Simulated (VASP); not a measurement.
A run of VASP 6.6.1:

INCAR

```
ALGO = Fast ; EDIFF = 1E-7
EDIFFG = -0.04 ; ENCUT = 600
GGA = PS ; IBRION = 2
ISIF = 3 ; ISMEAR = 0
LASPH = True ; LCHARG = False
LREAL = False ; LWAVE = False
NELM = 100 ; NSW = 90
PREC = Accurate ; SIGMA = 0.1
```

KPOINTS

```
k-points
0
Gamma
  6 6 6
```

Contents of POSCAR:

```
Ni
1.0
    1.5108356717      0.8722813818      2.8016636145
   -1.5108356717      0.8722813818      2.8016636145
    0.0000000000     -1.7445627635      2.8016636145
Ni
2
Direct
    0.2275400000      0.2275400000      0.2275400000
    0.7724600000      0.7724600000      0.7724600000
```

Potentials or basis: VASP PAW PBE potentials, release 64 (Ni).

Command:

```sh
$ cat potpaw_PBE.64/Ni/POTCAR > POTCAR
$ mpirun -np 1 vasp_std > vasp.out
```

Hardware: 1 thread of Intel(R) Xeon(R) 6975P-C (Granite Rapids), on a shared host.

**Question.** How long does it take, and how much memory?

**Answer.** It took 3.6 min on 1 thread of Intel(R) Xeon(R) 6975P-C (Granite Rapids), with other jobs on the host, peak memory 0.17 GiB. Counts: scf iterations 363, k points 32, ion steps 30.
